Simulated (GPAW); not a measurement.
## Equation of state of BAs under vdW-DF-cx

```
As B
1.0
     0.00000    2.38850    2.38850
     2.38850    0.00000    2.38850
     2.38850    2.38850    0.00000
As B
1 1
Direct
  0.25000 0.25000 0.25000
  0.00000 0.00000 0.00000
```

The cell was scaled at fixed shape and fractions and run with GPAW, GPAW PAW data sets (gpaw-data 1.2.1), cutoff 800 eV; vdW-DF-cx, k mesh 8 × 8 × 8 on the cell of 2 atoms, fermi-dirac occupations of 0.05 eV, no spin polarisation, no spin-orbit coupling. The potentials were made for PBE. Energies are those that the program minimises, any entropy of the smearing included.

```csv
V (Å³/atom),energy over the lowest row (meV/atom)
12.8087,35.41
13.0812,18.02
13.3537,?
13.6262,0.87
13.8988,0.00
14.1713,3.51
14.4438,10.98
```

Task: Fit the third-order Birch-Murnaghan form, give V0, B0 and B′, and predict the energy left open.

Result: With y = (V0/V)^(2/3), E = E0 + (9 V0 B0/16) [(y - 1)³ B′ + (y - 1)² (6 - 4y)]. Least squares through the rows shown give V0 = 13.8145 Å³/atom, E0 = -0.23 meV, B0 = 135.9 GPa (1 eV/Å³ = 160.218 GPa) and B′ = 4.46, with a largest miss of 0.02 meV. At V = 13.3537 the form with these constants gives 6.70 meV; the run gave 6.70 meV an atom. Measured volume: 13.62 Å³/atom at 300 K (arxiv:1906.04101), so the fit lies +1.4 % from it. Measured modulus: 148 GPa (arxiv:1911.11281, doi:10.1063/1.5116025), so the fit lies -8.2 % from it. The runs are for a static lattice.
